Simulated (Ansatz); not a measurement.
# HgTe (Coloradoite) under changes of volume

One of the cells (33.215 Å³/atom); the others are scaled copies at fixed shape and fractional positions:

```
CELL_PARAMETERS angstrom
0.00000 3.21450 3.21450
3.21450 0.00000 3.21450
3.21450 3.21450 0.00000
ATOMIC_POSITIONS crystal
Hg 0.00000 0.00000 0.00000
Te 0.75000 0.75000 0.75000
```

- Program: Ansatz 0.2.0
- Functional: PBE
- Potentials or basis: Ansatz PAW
- Cutoff: 420 eV (not typed: the program's choice for these potentials)
- k mesh: 7 × 7 × 7
- Occupations: fermi-dirac, width 0.05 eV
- Spin: no spin polarisation

| volume (Å³/atom) | energy over the lowest point (meV/atom) | pressure (GPa) |
| --- | --- | --- |
| 31.223 | ? | ? |
| 31.887 | 85.75 | 7.1 |
| 32.551 | 59.18 | 5.8 |
| 33.215 | 37.87 | 4.6 |
| 33.880 | 21.22 | 3.5 |
| 34.544 | 8.74 | 2.5 |
| 35.208 | 0.00 | 1.7 |

Task: What does the run at 31.223 Å³/atom give?

Result: Energy over the lowest point 118.16 meV/atom; pressure 8.6 GPa.

Worked out: A Birch-Murnaghan fit of order 3 (a polynomial in V^(-2/3)) to the other rows has no minimum within the range. It gives 118.22 meV/atom at 31.223 Å³/atom, against the run's 118.16, and -dE/dV = 8.6 GPa, against 8.6.

Energies are extrapolated to zero smearing.
